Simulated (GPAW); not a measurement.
# BP (F-43m): G0W0 with GPAW, start to end, part 2 of 2

How does a plane-wave GW calculation on BP (F-43m) run from the first input to the gap?

GPAW 26.7.0; PBE and many-body steps on it, plane waves. Known limits of the many-body steps: not at the basis limit.

So far. Step 3 (Bands along the symmetry lines): The gap is 1.253 eV, −0.022 eV from the run before at this level. Step 4 (Empty states on the mesh, 6×6×6 mesh, 132 bands): On this mesh the gap is 1.338 eV. The earlier step found 1.275 eV, so this mesh misses an edge.

**5. Screening and self-energy, 6×6×6 mesh, 122 bands, screening to 175 eV**

Now the one-shot GW correction: screening in the RPA, then the self-energy of the levels asked for.

This step: G0W0 on PBE, plane waves, PAW.

File run.py:

```python
import json
import numpy as np
from gpaw.mpi import world
from gpaw.response.g0w0 import G0W0

gw = G0W0('full.gpw',
    filename='gw',
    kpts=[0, 12],
    bands=(2, 6),
    ecut=175,
    nbands=122,
    integrate_gamma='WS',
    ppa=True)
gw.calculate()
res = {mode: {k: v for k, v in r.items() if k != 'sigma_eskwn'}
       for mode, r in gw.all_results.items()}

if world.rank == 0:
    with open('result.json', 'w') as f:
        json.dump(res, f, default=lambda x: x.tolist())
```

Run with:

```console
$ mpirun -n 8 gpaw python run.py
```

Numbers of over 12 decimals in the logs are rounded to 6 here.

Log:

```text
Using integrator: PointIntegrator
FrequencyGridDescriptor(from 0.000+0.000j to 0.000+27.211j eV, 2 points)
Nonperiodic BCs:  [False False False]
Using integrator: PointIntegrator
FrequencyGridDescriptor(from 0.000+0.000j to 0.000+27.211j eV, 2 points)
Nonperiodic BCs:  [False False False]
  ___  _ _ _
 |   || | | |
 | | || | | |
 |__ ||_____|
 |___|

BZ k-points: Symmetries present (total): 24

  [... matrices ...]
216 k-points: 6 x 6 x 6 Monkhorst-Pack grid + [1/12,1/12,1/12]
16 k-points in the irreducible part of the Brillouin zone
       k-points in crystal coordinates                weights
   0:     0.00000000    0.00000000    0.00000000          1/216
   1:     0.16666667    0.16666667    0.00000000          6/216
   2:     0.16666667    0.16666667    0.16666667          8/216
   3:     0.33333333    0.16666667    0.16666667         12/216
   4:     0.33333333    0.33333333   -0.33333333         12/216
   5:     0.33333333    0.33333333    0.00000000          6/216
   6:     0.33333333    0.33333333    0.16666667         24/216
   7:     0.33333333    0.33333333    0.33333333          8/216
   8:     0.50000000    0.33333333   -0.33333333         24/216
   9:     0.50000000    0.33333333   -0.16666667         12/216
          ...
  15:     0.50000000    0.50000000    0.50000000          4/216

Distributing spins, k-points and bands (1 x 2 x 4) over 8 processes
Number of blocks: 1

Quasi particle states:
k-points (IBZ indices): [0, 12]
Band range: (2, 6)
  [... matrices ...]
Computational parameters:
Plane wave cut-off: 175 eV
Number of bands: 122
Coulomb cutoff: None
Broadening: 0.1 eV

fxc modes: GW
Kernel: RPA
Using Godby-Needs plasmon-pole approximation:
  Fitting energy: i*E0, E0 = 1.000 Hartree
Summing all q:

Calculating screened Coulomb potential
No Coulomb truncation
FrequencyGridDescriptor(from 0.000+0.000j to 0.000+27.211j eV, 2 points)
Removing empty qpoint cache files...

Calculating chi0 body with:
    Ground state adapter containing:
    Number of spins: 1
    Number of kpoints: 216
    Number of irreducible kpoints: 16
    Number of completely occupied states: 4
    Number of partially occupied states: 4
    Occupied states memory: 0.48828125 M / cpu

    Linear response parametrization:
    q_c: [1.3877787807814457e-17, 1.3877787807814457e-17, 1.3877787807814457e-17]
    Number of frequency points: 2
    Planewave cutoff: 175.0
    Number of bands: 122
    Number of planewaves: 113
    Broadening (eta): 1e-06
    comm.size: 8
    kncomm.size: 8
    blockcomm.size: 1

    Memory estimate of potentially large arrays:
        chi0_wGG: 0.389679 M / cpu
Integrating chi0 body.

Symmetries of q_c:
    Direct symmetries (Uq -> q): 24
    Indirect symmetries (TUq -> q): 24
In total 48 allowed symmetries.

  [... matrices ...]
16 groups of equivalent kpoints. 92.592593% reduction.

Integral kind: response function
Integrating chi0 head and wings.

Symmetries of q_c:
    Direct symmetries (Uq -> q): 24
    Indirect symmetries (TUq -> q): 24
In total 48 allowed symmetries.

  [... matrices ...]
16 groups of equivalent kpoints. 92.592593% reduction.

Integral kind: response function wings

Calculating chi0 body with:
    Ground state adapter containing:
    Number of spins: 1
    Number of kpoints: 216
    Number of irreducible kpoints: 16
    Number of completely occupied states: 4
    Number of partially occupied states: 4
[... the further q-points ...]

Results:
f:      Occupation numbers
eps:     KS-eigenvalues [eV]
vxc:     KS vxc [eV]
exx:     Exact exchange [eV]
sigma:   Self-energies [eV]
dsigma:  Self-energy derivatives
Z:       Renormalization factors
qp:      QP-energies [eV]

k-point 0 (0): (0.000, 0.000, 0.000)                GW
band       f     eps     vxc     exx   sigma  dsigma       Z      qp
                                                                   GW
   2   1.000   8.211 -14.802 -16.346   0.878  -0.255   0.797   7.681
   3   1.000   8.211 -14.802 -16.346   0.878  -0.255   0.797   7.681
   4   0.000  11.616 -13.594  -8.712  -4.405  -0.252   0.799  11.997
   5   0.000  11.616 -13.594  -8.712  -4.405  -0.252   0.799  11.997

k-point 1 (12): (0.500, 0.500, 0.000)                GW
band       f     eps     vxc     exx   sigma  dsigma       Z      qp
                                                                   GW
   2   1.000   4.097 -13.872 -17.222   2.388  -0.284   0.779   3.348
   3   1.000   4.097 -13.872 -17.222   2.388  -0.284   0.779   3.348
   4   0.000   9.550 -11.673  -7.330  -4.180  -0.236   0.809   9.682
   5   0.000   9.870 -11.660  -7.253  -4.217  -0.229   0.814  10.025
```

Run time: 28 s. Hardware: 8 MPI ranks of Arm Neoverse V2, shared host; peak memory 2.1 GiB.

This step gave:

| Property | Result |
| --- | --- |
| G0W0 gap on the points computed | 2.001 eV |
| least direct G0W0 gap on the computed points | 4.316 eV |
| Z at the valence top | 0.7966 |
| Z at the conduction bottom | 0.8092 |
| starting gap on the mesh | 1.338 eV |
| k of the valence top | 0, 0, 0 |
| k of the conduction bottom | 0.5, 0.5, 0 |

The gap on the mesh goes from 1.34 eV to 2.00 eV, a correction of +0.66 eV. The start differs from the 1.27 eV found before because the two sample other k points.

Limits: finite bands, cutoff and mesh. v1 is the top filled band, c1 the lowest empty one. The levels before and after the correction (eV, zero at the valence-band top of each column):

```
           conduction bottom  valence top
Kohn-Sham               1.34         0.00
     G0W0               2.00         0.00
```

```
                       level  energy (eV)
Kohn-Sham            Γ v2-v1        0.000
Kohn-Sham            Γ c1-c2        3.405
Kohn-Sham  (0.5 0.5 0) v2-v1       -4.114
Kohn-Sham     (0.5 0.5 0) c1        1.338
Kohn-Sham     (0.5 0.5 0) c2        1.659
     G0W0            Γ v2-v1        0.000
     G0W0            Γ c1-c2        4.316
     G0W0  (0.5 0.5 0) v2-v1       -4.333
     G0W0     (0.5 0.5 0) c1        2.001
     G0W0     (0.5 0.5 0) c2        2.345
```

**6. Where the time went**

Times are wall times on 8 MPI ranks of Arm Neoverse V2, shared host, good to a factor of about two.

```
                          step   time  share  memory (GiB)
                  ground state  2.6 s    7 %           1.3
bands along the symmetry lines  2.6 s    7 %           1.4
      empty states on the mesh  3.2 s    9 %           1.4
     screening and self-energy   28 s   77 %           2.1
```

**7. Summary of results**

| Property | Result |
| --- | --- |
| PBE gap | 1.25 eV, indirect |
| G0W0 gap on the mesh | 2.00 eV |
| G0W0 gap over the zone (rigid shift) | 1.92 eV |
| GW settings | 6×6×6 mesh, 122 bands, screening to 175 eV, Godby-Needs plasmon pole |
| known limits | not at the basis limit |

**Reading.** G0W0 moves the gap on the mesh from 1.34 eV to 2.00 eV (+0.66 eV), with Z of 0.80 and 0.81 at the edges. The mesh misses the band edges by 0.09 eV in all; a rigid shift gives 1.92 eV for the zone. Only 2 of the mesh's irreducible points were corrected, so a valley elsewhere could overtake. The dearest step here is «screening and self-energy». Bands and cutoff are finite, so the gap is not at the basis limit. The miss can reach some tenths of an eV and take either sign; the mesh is an error of its own. These stock PAW sets were not made for GW. In the G0W0 run levels were corrected at 2 k points alone, so a gap called «on the mesh» is the least over those, and an edge elsewhere would be missed. A denser mesh or path gives a starting gap of 1.25 eV: the GW mesh misses a band edge, so its gaps are not the fundamental one.

[Paths, hosts, dates, memory and timing lines, banners, echoed tables and standing remarks are left out of the program output.]

[Logs are printed without paths, hosts, clocks, repeated set-up lines and the standing remarks that a program may print on its own settings, such as how far it seeks lower states.]

[Runs of the session that timed out or met a known fault of the program may be left out.]

[Hosts, paths, dates, database ids (printed as entryN), source tags and the programs' standing remarks are cut or masked in the printed files.]
